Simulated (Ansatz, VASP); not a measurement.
# One calculation of Cu, two programs

```
Cu
1.0
     0.00000    1.82500    1.82500
     1.82500    0.00000    1.82500
     1.82500    1.82500    0.00000
Cu
1
Cartesian
  0.0000 0.0000 0.0000
```

Alike in both runs: task single point; functional LDA; k mesh 8 × 8 × 8; occupations gaussian, width 0.1 eV; no spin polarisation.

```csv
,VASP,Ansatz
version,VASP 6.6.1,Ansatz 0.2.0
potentials or method,"VASP PAW LDA potentials, release 64 (Cu)","scalar-relativistic, plane waves, PAW"
plane-wave cutoff (eV),520,420
valence electrons in the cell,11,19
```

VASP gave:

- gap on the k mesh at the Fermi level (eV): none
- pressure (GPa): -14.2

Question: Which values does Ansatz return?

Answer: gap on the k mesh at the Fermi level (eV): none; pressure (GPa): -15.0.

A gap of «none» marks a metal or a gap that the smearing closes. The two sets of potentials don't hold the same shells in valence. Ansatz warned: «pseudo_functional_mismatch».

Caveats: the k mesh is coarse (spacing up to 0.37 Å⁻¹), so the values aren't converged.
